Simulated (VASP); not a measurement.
# Mg (P6/mmm) in VASP: notebook, part 2 of 2

VASP 6.6.1. The steps go on from the part before.

## (4) Single point, r2SCAN

Input file INCAR:

```
ADDGRID = False
ALGO = Normal
EDIFF = 1E-6
ENCUT = 500
ISIF = 2
ISMEAR = 1
LASPH = True
LCHARG = False
LMIXTAU = True
LREAL = False
LWAVE = False
METAGGA = R2SCAN
NELM = 100
PREC = Normal
SIGMA = 0.2
```

Input file KPOINTS:

```
k-points
0
Gamma
  15 15 13
```

Input file POSCAR:

```
Mg
1.0
    3.1430880000     -0.0084060000     -0.0278050000
   -1.5788240000      2.6046760000      0.0276970000
   -0.0277550000      0.0158990000      3.0020770000
Mg
1
Direct
   -0.0144770000      0.0117080000      0.0082640000
```

Potentials or basis: VASP PAW PBE potentials, release 64 (Mg).

Command:

```bash
cat potpaw_PBE.64/Mg/POTCAR > POTCAR
mpirun -np 1 vasp_std > vasp.out
```

OUTCAR:

```text
EDIFF = 1E-6
   ENCUT = 500
   ISIF = 2
   ISMEAR = 1
   LASPH = True
   LREAL = False
   METAGGA = R2SCAN
   NELM = 100
   PREC = Normal

 Found   1463 irreducible k-points:

 Following reciprocal coordinates:
            Coordinates               Weight
  0.000000  0.000000  0.000000      1.000000
  0.066667 -0.000000 -0.000000      2.000000
  0.133333 -0.000000  0.000000      2.000000
  0.200000 -0.000000  0.000000      2.000000
  0.266667 -0.000000  0.000000      2.000000
  0.333333  0.000000  0.000000      2.000000
[... 124 lines left out ...]
------------------------ aborting loop because EDIFF is reached ----------------------------------------

  FORCE on cell =-STRESS in cart. coord.  units (eV):
  Direction    XX          YY          ZZ          XY          YZ          ZX
  --------------------------------------------------------------------------------------
  -------------------------------------------------------------------------------------
  Total       -0.2187978      0.1929738      0.1211622      0.0249304      0.0141821     -0.0635575
  in kB      -14.2880742     12.6017001      7.9122125      1.6280238      0.9261299     -4.1504704
  external PRESSURE =       2.0752795 kB  Pullay stress =       0.0000000 kB

 VOLUME and BASIS-vectors are now :
 -----------------------------------------------------------------------------
  energy-cutoff  :      500.00
  volume of cell :       24.53
      direct lattice vectors                 reciprocal lattice vectors
     3.143088000 -0.008406000 -0.027805000     0.318692044  0.193154686  0.001923445
    -1.578824000  2.604676000  0.027697000     0.001010546  0.384559010 -0.002027282
    -0.027755000  0.015899000  3.002077000     0.002942377 -0.001758937  0.333139234

 POSITION                                       TOTAL-FORCE (eV/Angst)
 -----------------------------------------------------------------------------------
      3.07887      0.02234     -0.00227        -0.000000     -0.000000      0.000000
 -----------------------------------------------------------------------------------
    total drift:                                0.000248     -0.000052     -0.001956

  FREE ENERGIE OF THE ION-ELECTRON SYSTEM (eV)
  ---------------------------------------------------
  free  energy   TOTEN  =        -3.8662672540 eV

  energy  without entropy=       -3.8664966502  energy(sigma->0) =       -3.86634372
```

OSZICAR:

```text
N       E                     dE             d eps       ncg     rms          rms(c)
DAV:   1    -0.313552481999E+01   -0.31355E+01   -0.74272E+02 15650   0.263E+02
DAV:   2    -0.392920209345E+01   -0.79368E+00   -0.72512E+00 18975   0.155E+01
DAV:   3    -0.393414461188E+01   -0.49425E-02   -0.48149E-02 19770   0.144E+00
[... 12 lines left out ...]
DAV:  16    -0.386624598729E+01    0.52797E-04   -0.26934E-05 15405   0.292E-02    0.180E-02
DAV:  17    -0.386624892402E+01   -0.29367E-05   -0.86959E-06 15215   0.176E-02    0.164E-02
DAV:  18    -0.386626133518E+01   -0.12411E-04   -0.38911E-06 15095   0.150E-02    0.158E-02
DAV:  19    -0.386626765760E+01   -0.63224E-05   -0.10702E-05 15125   0.258E-02    0.626E-03
DAV:  20    -0.386626725401E+01    0.40359E-06   -0.11087E-06 16855   0.111E-02
   1 F= -.38662673E+01 E0= -.38663437E+01  d E =0.229396E-03
```

stdout:

```text
POSCAR found type information on POSCAR Mg
 POSCAR found :  1 types and       1 ions
 scaLAPACK will be used
 -----------------------------------------------------------------------------
|                                                                             |
|                                                                             |
|     You enforced a specific xc type in the INCAR file but a different       |
|     I HOPE YOU KNOW WHAT YOU ARE DOING!                                     |
|                                                                             |
 -----------------------------------------------------------------------------

 LDA part: xc-table for (None), standard interpolation
 POSCAR, INCAR and KPOINTS ok, starting setup
 FFT: planning ... GRIDC
 FFT: planning ... GRID_SOFT
 FFT: planning ... GRID
 WAVECAR not read
 entering main loop
```

Run time: 2.8 min. Hardware: 1 thread of Intel Xeon 6975P-C (Granite Rapids), shared host; peak memory 0.3 GiB.

These settings aren't checked as converged: the numbers below hold their error.

What came out:

```yaml
Free_energy: -3.8663 eV
Pressure: 0.2 GPa
Band_gap_on_the_k_mesh: none (metal or under the smearing width)
```

Caveat: the PAW data sets were made with another functional, which shifts forces and pressure a little.

## (5) Single point, r2SCAN

INCAR: that of step 4 with these lines changed.

```diff
@@ -9,3 +9,3 @@
 LMIXTAU = True
-LREAL = False
+LREAL = Auto
 LWAVE = False
@@ -13,3 +13,3 @@
 NELM = 100
-PREC = Normal
+PREC = Accurate
 SIGMA = 0.2
```

KPOINTS is that of step 4.

Input file POSCAR:

```
Mg
1.0
    3.0502998005      0.0000000000      0.0000000000
   -1.5251499003      2.6416371164      0.0000000000
    0.0000000000      0.0000000000      3.0448375700
Mg
1
Direct
    0.0000000000      0.0000000000      0.0000000000
```

Potentials or basis: VASP PAW PBE potentials, release 64 (Mg).

Command:

```bash
cat potpaw_PBE.64/Mg/POTCAR > POTCAR
mpirun -np 1 vasp_std > vasp.out
```

OUTCAR:

```text
EDIFF = 1E-6
   ENCUT = 500
   ISIF = 2
   ISMEAR = 1
   LASPH = True
   LREAL = Auto
   METAGGA = R2SCAN
   NELM = 100
   PREC = Accurate

 Found    189 irreducible k-points:

 Following reciprocal coordinates:
            Coordinates               Weight
  0.000000  0.000000  0.000000      1.000000
  0.066667  0.000000  0.000000      6.000000
  0.133333  0.000000  0.000000      6.000000
  0.200000  0.000000  0.000000      6.000000
  0.266667  0.000000  0.000000      6.000000
  0.333333  0.000000  0.000000      6.000000
   k-points           NKPTS =    189   k-points in BZ     NKDIM =    189   number of bands    NBANDS=      5
   number of dos      NEDOS =    301   number of ions     NIONS =      1
   total plane-waves  NPLWV =  13824
   dimension x,y,z NGX =    24 NGY =   24 NGZ =   24
   dimension x,y,z NGXF=    48 NGYF=   48 NGZF=   48
   ions per type =               1
   NGX,Y,Z   is equivalent  to a cutoff of  13.08, 13.08, 13.10 a.u.
   NGXF,Y,Z  is equivalent  to a cutoff of  26.16, 26.16, 26.21 a.u.
 SYSTEM =  unknown system
   PREC   = accura    normal or accurate (medium, high low for compatibility)
   ISTART =      0    job   : 0-new  1-cont  2-samecut
   ICHARG =      2    charge: 1-file 2-atom 10-const
   ISPIN  =      1    spin polarized calculation?
   LNONCOLLINEAR =      F non collinear calculations
   LSORBIT =      F    spin-orbit coupling
   LASPH  =      T    aspherical Exc in radial PAW
   ENCUT  =  500.0 eV  36.75 Ry    6.06 a.u.   5.56  5.56  5.55*2*pi/ulx,y,z
[... 57 lines left out ...]

 k-point     1 :       0.0000    0.0000    0.0000
  band No.  band energies     occupation
      1      -4.8380      2.00000
      2      10.8254      0.00000
      3      11.7500      0.00000
      4      15.7135      0.00000
      5      15.7135      0.00000
[... 33 lines left out ...]
 k-point     6 :       0.3333    0.0000    0.0000
  band No.  band energies     occupation
      1      -2.2988      2.00000
      2       5.0475     -0.00000
      3      11.3544      0.00000
      4      12.0858      0.00000
      5      13.8919      0.00000

 [... further k-points ...]

------------------------ aborting loop because EDIFF is reached ----------------------------------------

  FORCE on cell =-STRESS in cart. coord.  units (eV):
  Direction    XX          YY          ZZ          XY          YZ          ZX
  --------------------------------------------------------------------------------------
  -------------------------------------------------------------------------------------
  Total        0.0930984      0.0930984     -0.0205334     -0.0000000     -0.0000000      0.0000000
  in kB        6.0795691      6.0795691     -1.3408877     -0.0000000     -0.0000000      0.0000000
  external PRESSURE =       3.6060835 kB  Pullay stress =       0.0000000 kB

 VOLUME and BASIS-vectors are now :
 -----------------------------------------------------------------------------
  energy-cutoff  :      500.00
  volume of cell :       24.53
      direct lattice vectors                 reciprocal lattice vectors
     3.050299800  0.000000000  0.000000000     0.327836628  0.189276565  0.000000000
    -1.525149900  2.641637116  0.000000000     0.000000000  0.378553130  0.000000000
     0.000000000  0.000000000  3.044837570     0.000000000  0.000000000  0.328424744

 POSITION                                       TOTAL-FORCE (eV/Angst)
 -----------------------------------------------------------------------------------
      0.00000      0.00000      0.00000         0.000000      0.000000      0.000000
 -----------------------------------------------------------------------------------
    total drift:                                0.000000      0.000000      0.000000

  FREE ENERGIE OF THE ION-ELECTRON SYSTEM (eV)
  ---------------------------------------------------
  free  energy   TOTEN  =        -3.8712025086 eV

  energy  without entropy=       -3.8716809937  energy(sigma->0) =       -3.87136200
```

Run time: 36 s. Hardware: 1 thread of Intel Xeon 6975P-C (Granite Rapids), shared host; peak memory 0.15 GiB.

These settings aren't checked as converged: the numbers below hold their error.

Results:

- Free energy: -3.8712 eV
- Pressure: 0.4 GPa
- Band gap on the k mesh: none (metal or under the smearing width)

Caveat: the PAW data sets were made with another functional, which shifts forces and pressure a little.

## (6) Single point, r2SCAN

INCAR is that of step 5.

KPOINTS is that of step 5.

Input file POSCAR:

```
Mg
1.0
    3.1430880000     -0.0084060000     -0.0278050000
   -1.5788240000      2.6046760000      0.0276970000
   -0.0277550000      0.0158990000      3.0020770000
Mg
1
Direct
   -0.0144770000      0.0117080000      0.0082640000
```

Potentials or basis: VASP PAW PBE potentials, release 64 (Mg).

Command:

```bash
cat potpaw_PBE.64/Mg/POTCAR > POTCAR
mpirun -np 1 vasp_std > vasp.out
```

It took 3.9 min on 1 thread of Intel Xeon 6975P-C (Granite Rapids), shared host; peak memory 0.24 GiB.

The run converged, but some of its settings lie outside the range that counts as converged, so its numbers aren't taken as properties of the crystal.

What came out:

| Quantity | Value |
| --- | --- |
| Free energy | -3.8664 eV |
| Pressure | 0.2 GPa |
| Band gap on the k mesh | none (metal or under the smearing width) |

Caveat: the PAW data sets were made with another functional, which shifts forces and pressure a little.
